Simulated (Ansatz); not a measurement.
Write the native input for Ansatz 0.2.0 that does the following.

* Task: single point
* Functional: PBE
* Potentials or basis: Ansatz PAW
* Cutoff: 420 eV (not typed: the program's choice for these potentials)
* k mesh: 12 × 12 × 7
* Occupations: fermi-dirac, width 0.05 eV
* Spin: collinear spin, ferromagnetic start
* Starting moments: [1.0, 1.0] μB

Crystal: Ni.

```xyz
2
Lattice="2.4480 0.0000 0.0000 -1.2240 2.1201 0.0000 0.0000 0.0000 4.0728" Properties=species:S:1:pos:R:3 pbc="T T T"
Ni    1.2240    0.7067    3.0546
Ni    0.0000    1.4134    1.0182
```

This isn't the form of Ni at room conditions, which is fcc.

These files were run (other wordings do the same):

input.yaml

```yaml
crystal:
  lattice:
    - [2.4480228978, 0.0, 0.0]
    - [-1.2240114489, 2.1200500186, 0.0]
    - [0.0, 0.0, 4.07280757]
  atoms:
    - { symbol: Ni, position: [0.6666666667, 0.3333333333, 0.75], spin: 1.0 }
    - { symbol: Ni, position: [0.3333333333, 0.6666666667, 0.25], spin: 1.0 }
hamiltonian:
  xc: pbe
  pseudopotentials: { kind: paw }
magnetization:
  spin_polarized: true
kpoints:
  mp_grid: { grid: [12, 12, 7] }
scf:
  occupations: { method: fermi_dirac, width: 0.05 }
output:
  forces: true
  stress: true
  eigenvalues: true
  write_density: true
  write_potential: true
  elf: true
  volumetric_format: npy
```

Potentials or basis: Ansatz PAW.

Run with:

```bash
$ ansatz run input.yaml --threads 2 --pin off --max-ram 5632MiB --backend cpu --events-out ev --progress --plain --runs-dir out
```

It gave:

```json
{
 "Pressure": "7.3 GPa",
 "Band gap on the k mesh": "none (metal or under the smearing width)",
 "Net moment": "1.30 μB per cell",
 "Absolute moment": "1.47 μB per cell",
 "Site moments": "Ni +0.69 μB"
}
```

Run time: 4.3 s on 2 threads of Arm Neoverse V1 (shared host), peak memory 0.35 GiB.
